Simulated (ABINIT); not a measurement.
# Ta (Im-3m) in ABINIT: optical spectrum with PBEsol

Aim: the optical spectrum of Ta with PBEsol.

All numbers are computed with ABINIT 10.8.3 (patched build); they aren't measurements. Logs are shortened: lines on timing, memory, paths and dates and some standing lists are left out, and cuts for length are marked. The log counts tension as positive stress, the text compression.

## 1. The crystal as given

Symmetry: Im-3m, No. 229, cubic system. The conventional cell has a = 3.303 Å, b = 3.303 Å, c = 3.303 Å, α = 90.00°, β = 90.00°, γ = 90.00°. Around Ta (site symmetry m-3m) lie 8 Ta at 2.86 Å.

## 2. Optical spectrum, PBEsol

run.abi

```
# Datasets
ndtset 3

# Pseudopotentials
pp_dirpath "./"
pseudos "Ta.upf"

# Structure
acell 2.8601008575 2.8601008575 2.8601008575 Angstrom
rprim
    -0.5773502692     0.5773502692     0.5773502692
     0.5773502692    -0.5773502692     0.5773502692
     0.5773502692     0.5773502692    -0.5773502692
ntypat 1
znucl 73
natom 1
typat 1
xred
            0.0            0.0            0.0

# Plane-wave basis
ecut 62.0

# k points
ngkpt 14 14 14
nshiftk 2
shiftk
     0.2500000000     0.2500000000     0.2500000000
    -0.2500000000    -0.2500000000    -0.2500000000
istwfk *1

# Exchange and correlation
ixc -116133

# Bands and occupations
occopt 4
tsmear 0.1 eV

# SCF cycle
nstep 80

# Output
iomode 3
prteig 0
prtebands 0

# Dataset 1: ground state
nband1 18
tolvrs1 1.0e-12
prtden1 1
prtwf1 0
kptopt1 1

# Dataset 2: empty bands at fixed density
iscf2 -3
getden2 1
nband2 24
nbdbuf2 4
tolwfr2 1.0e-12
nstep2 120
prtden2 0
kptopt2 1

# Dataset 3: wave functions and velocity matrix elements in the full zone
optdriver3 8
wfk_task3 "wfk_optics_fullbz"
getwfk3 2
nband3 20
kptopt3 1
prtevk3 1
inclvkb3 2
```

optic.abi

```
&FILES
 ddkfile_1 = 'runo_DS3_1_EVK.nc',
 ddkfile_2 = 'runo_DS3_2_EVK.nc',
 ddkfile_3 = 'runo_DS3_3_EVK.nc',
 wfkfile = 'runo_DS3_WFK.nc'
/
&PARAMETERS
 broadening = 0.003675,
 domega = 0.002,
 maxomega = 0.8,
 scissor = 0.000000,
 tolerance = 0.002
/
&COMPUTATIONS
 num_lin_comp = 1,
 lin_comp = 11,
 num_nonlin_comp = 0
/
```

Potentials or basis: PseudoDojo NC SR PBEsol v0.4 stringent.

Launch:

```
mpirun --bind-to none -np 4 abinit run.abi > log 2>&1
optic optic.abi > optic.log 2>&1
```

run.abo:

```text
.Version 10.8.3 of ABINIT
 DATASET    1 : space group Im -3 m (#229); Bravais cI (body-center cubic)
================================================================================
 Values of the parameters that define the memory need for DATASET  1.
     intxc =       0    ionmov =       0      iscf =       7    lmnmax =       8
     lnmax =       8     mgfft =      40  mpssoang =       4    mqgrid =    3001
     natom =       1  nloc_mem =       1    nspden =       1   nspinor =       1
    nsppol =       1      nsym =      48    n1xccc =    2501    ntypat =       1
    occopt =       4   xclevel =       2
       mpw =        2857          nfft =       64000          nkpt =         168
================================================================================
================================================================================
[... 13 lines left out ...]
 DATASET    3 : space group Im -3 m (#229); Bravais cI (body-center cubic)
================================================================================
 Values of the parameters that define the memory need for DATASET  3.
     intxc =       0    ionmov =       0      iscf =       7    lmnmax =       8
     lnmax =       8     mgfft =      40  mpssoang =       4    mqgrid =    3001
     natom =       1  nloc_mem =       1    nspden =       1   nspinor =       1
    nsppol =       1      nsym =      48    n1xccc =    2501    ntypat =       1
    occopt =       4   xclevel =       2
       mpw =        2857          nfft =       64000          nkpt =         168
================================================================================
================================================================================

--------------------------------------------------------------------------------
------------- Echo of variables that govern the present computation ------------
--------------------------------------------------------------------------------
 -outvars: echo values of preprocessed input variables --------
            acell      5.4048073131E+00  5.4048073131E+00  5.4048073131E+00 Bohr
              amu      1.80947900E+02
             ecut      6.20000000E+01 Hartree
           getden1          0
           getden2          1
           getden3          0
           getwfk1          0
           getwfk2          0
           getwfk3          2
             iscf1          7
             iscf2         -3
             iscf3          7
              ixc     -116133
           jdtset        1    2    3
                       outvar_i_n : Printing only first  50 k-points.
         kptrlatt       14    0   14      0   14   14    -14  -14    0
          kptrlen      8.73730748E+01
            natom           1
            nband1         18
            nband2         24
            nband3         20
           nbdbuf1          0
           nbdbuf2          4
           nbdbuf3          0
           ndtset           3
            ngfft          40      40      40
             nkpt         168
[... 276 lines left out ...]

 Mean square residual over all n,k,spin=   49.861E-14; max=  99.986E-14
 reduced coordinates (array xred) for    1 atoms
       0.000000000000      0.000000000000      0.000000000000

 cartesian coordinates (angstrom) at end:
    1      0.00000000000000     0.00000000000000     0.00000000000000
 length scales=  5.404807313149  5.404807313149  5.404807313149 bohr
              =  2.860100857500  2.860100857500  2.860100857500 angstroms
 Eigenvalues (hartree) for nkpt= 168  k points:
 kpt#   1, nband= 24, wtk=  0.00146, kpt= -0.0179 -0.0179  0.0536 (reduced coord)
  -1.99814   -0.74537   -0.74449   -0.74449   -0.21894   -0.21891   -0.21891   -0.21727
  -0.21725   -0.21725   -0.21493    0.18224    0.49505    0.49505    0.50027    0.61497
   0.61497    1.00948    1.01508    1.01508    1.39676    1.39676    1.48444    1.53273
      occupation numbers for kpt#   1
   2.00000    2.00000    2.00000    2.00000    2.00000    2.00000    2.00000    2.00000
   2.00000    2.00000    2.00000    2.00000    0.00000    0.00000    0.00000    0.00000
   0.00000    0.00000    0.00000    0.00000    0.00000    0.00000    0.00000    0.00000
 prteigrs : prtvol=0 or 1, do not print more k-points.

--- !EnergyTerms
iteration_state     : {dtset: 2, }
comment             : Components of total free energy in Hartree
kinetic             :  2.07233777454564E+02
hartree             :  9.63295587123532E+01
xc                  : -5.21463643336828E+01
Ewald energy        : -2.12548411909408E+02
psp_core            :  1.04310112004919E+01
local_psp           : -2.56923711787799E+02
non_local_psp       : -1.16511740875962E+02
internal            : -3.24135881539442E+02
'-kT*entropy'       :  1.45959697743188E-05
total_energy        : -3.24135866943473E+02
...

--- !EnergyTermsDC
iteration_state     : {dtset: 2, }
comment             : '"Double-counting" decomposition of free energy'
band_energy         : -9.65134108168096E+00
Ewald energy        : -2.12548411909408E+02
psp_core            :  1.04310112004919E+01
xc_dc               : -1.12367139469333E+02
internal            : -3.24135881259930E+02
'-kT*entropy'       :  1.45959697743188E-05
total_energy_dc     : -3.24135866663960E+02
...

================================================================================
== DATASET  3 ==================================================================

--- !DatasetInfo
iteration_state: {dtset: 3, }
dimensions: {natom: 1, nkpt: 168, mband: 20, nsppol: 1, nspinor: 1, nspden: 1, mpw: 2857, }
cutoff_energies: {ecut:  62.0, pawecutdg:  -1.0, }
electrons: {nelect:   2.70000000E+01, charge:   0.00000000E+00, occopt:   4.00000000E+00, tsmear:   3.67493222E-03, }
meta: {optdriver: 8, wfk_task: 7, }
...

 mkfilename : getwfk/=0, take file _WFK from output of DATASET   2.

--------------------------------------------------------------------------------

 Computation of velocity matrix elements (DDK)

 Parameters extracted from the Abinit header:
    ecut:     62.0
    nkpt:    5488
    mband:   24
    nsppol:  1
    nspinor: 1
    useylm:  0
    inclvkb: 2
    bmin: 1, bmax: 24
    Computing diagonal and off-diagonal matrix elements
    Between band index bmin: 1, bmax: 24

== END DATASET(S) ==============================================================
================================================================================

 -outvars: echo values of variables after computation  --------
            acell      5.4048073131E+00  5.4048073131E+00  5.4048073131E+00 Bohr
           etotal1    -3.2413586666E+02
           etotal2    -3.2413586666E+02
           etotal3     0.0000000000E+00
            fcart1    -0.0000000000E+00 -0.0000000000E+00 -0.0000000000E+00
            fcart3     0.0000000000E+00  0.0000000000E+00  0.0000000000E+00
            rprim     -5.7735026920E-01  5.7735026920E-01  5.7735026920E-01
                       5.7735026920E-01 -5.7735026920E-01  5.7735026920E-01
                       5.7735026920E-01  5.7735026920E-01 -5.7735026920E-01
           strten1     2.0835713704E-04  2.0835713704E-04  2.0835713704E-04
                       0.0000000000E+00  0.0000000000E+00  0.0000000000E+00
           strten3     0.0000000000E+00  0.0000000000E+00  0.0000000000E+00
                       0.0000000000E+00  0.0000000000E+00  0.0000000000E+00
 Calculation completed.
```

optic_0001_0001-linopt.out:

```text
#calculated the component:  1  1  of dielectric function
 #broadening:    0.000000E+00    3.675000E-03
 #scissors shift:    0.000000E+00
 #energy window:    1.015717E+02eV    3.732693E+00Ha
 # Energy(eV)         Im(eps(w))
    2.721139E-01    5.975850E+00
    8.163416E-01    1.389526E+00
    1.360569E+00    7.526521E+00
    1.904797E+00    8.719723E+00
    2.449025E+00    1.111982E+01
    2.993252E+00    1.623603E+01
[... 32 lines left out ...]
    2.095277E+01    7.480508E-01
    2.149700E+01    7.064470E-01
[... 169 lines left out ...]
    1.904797E+00    4.056954E-01
    2.449025E+00    4.176927E-01
    2.993252E+00    4.505813E-01
[... 32 lines left out ...]
    2.095277E+01    5.362734E-02
    2.149700E+01    4.591456E-02
 # Energy(eV)         absorption coeff (in 10^6 m-1) = omega Im(eps) / c n(eps)
    1.632683E-01    3.152089E+00
    7.074960E-01    1.380873E+00
    1.251724E+00    1.375956E+01
    1.795951E+00    1.701388E+01
    2.340179E+00    3.331793E+01
    2.884407E+00    6.242863E+01
[... 32 lines left out ...]
    2.084392E+01    9.324556E+01
    2.138815E+01    8.945120E+01
```

It took 4 min on 4 MPI ranks of Intel Xeon Platinum 8488C (Sapphire Rapids), shared host; peak memory 8.4 GiB.

Results:

- Free energy: -8820.1863 eV
- Pressure: -6.1 GPa

Dielectric function (mean over the directions given):
```tsv
energy (eV)	real part	imaginary part
0.33	17.29	5.12
0.98	21.47	3.12
1.63	18.05	4.64
2.29	16.69	12.29
2.94	12.26	17.02
3.70	7.63	13.57
4.35	7.66	14.46
5.01	7.05	19.90
5.66	-7.19	14.93
6.31	-6.79	7.93
7.08	-3.29	4.30
7.73	-1.16	3.74
8.38	-0.63	3.87
9.03	-0.20	5.21
9.69	-1.26	3.41
10.45	-0.85	3.01
11.10	-0.99	2.58
11.76	-0.78	2.34
12.41	-0.73	1.98
13.06	0.09	2.08
13.82	-0.12	1.85
14.48	-0.26	1.89
15.13	-0.52	2.10
15.78	-0.97	1.68
16.44	-0.62	1.01
17.20	-0.91	1.01
17.85	-0.22	0.60
18.50	0.25	0.39
19.16	0.22	0.79
19.92	0.45	0.56
```

Caveat: the intraband (Drude) term is left out; spectra need much finer meshes, so this one isn't converged; independent-particle spectra lack excitons. The run has no spin-orbit coupling, so splittings on Ta are missing.
